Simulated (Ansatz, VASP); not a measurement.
**ZnSe (Stilleite) in VASP and in Ansatz**

```
Se Zn
1.0
     0.00000    2.83380    2.83380
     2.83380    0.00000    2.83380
     2.83380    2.83380    0.00000
Se Zn
1 1
Direct
  0.75000 0.75000 0.75000
  0.00000 0.00000 0.00000
```

Alike in both runs: task relaxation of cell and atoms; functional revPBE; dispersion D3(BJ); k mesh 8 × 8 × 8; occupations fermi-dirac, width 0.05 eV; no spin polarisation.

|  | VASP | Ansatz |
| --- | --- | --- |
| version | VASP 6.6.1 | Ansatz 0.2.0 |
| potentials or method | VASP PAW PBE potentials, release 64 (Se, Zn) | Ansatz PAW |
| plane-wave cutoff (eV) | 600 | 420 |
| valence electrons in the cell | 18 | 28 |

VASP gave:

| Item | Value |
| --- | --- |
| gap on the k mesh at the Fermi level, each at its own relaxed structure (eV) | 1.48 |
| relaxed volume (Å³/atom) | 22.35 |
| relaxed cell length with the largest relative difference (Å) | 3.984 |
| energy change over the relaxation (meV/atom) | -1 |

Task: Which values does Ansatz return?

Result: gap on the k mesh at the Fermi level, each at its own relaxed structure (eV): 1.50; relaxed volume (Å³/atom): 22.27; relaxed cell length with the largest relative difference (Å): 3.979; energy change over the relaxation (meV/atom): -2.

The two sets of potentials don't hold the same shells in valence.

Caveats: the PAW data sets were made with another functional, which shifts forces and pressure a little (VASP); the plane-wave basis is chosen anew once the cell has moved, so the energies of steps on either side of that aren't comparable (Ansatz); the PAW data sets come from PBE, with cores solved anew for the run's functional, which leaves a small shift of forces and pressure (Ansatz).
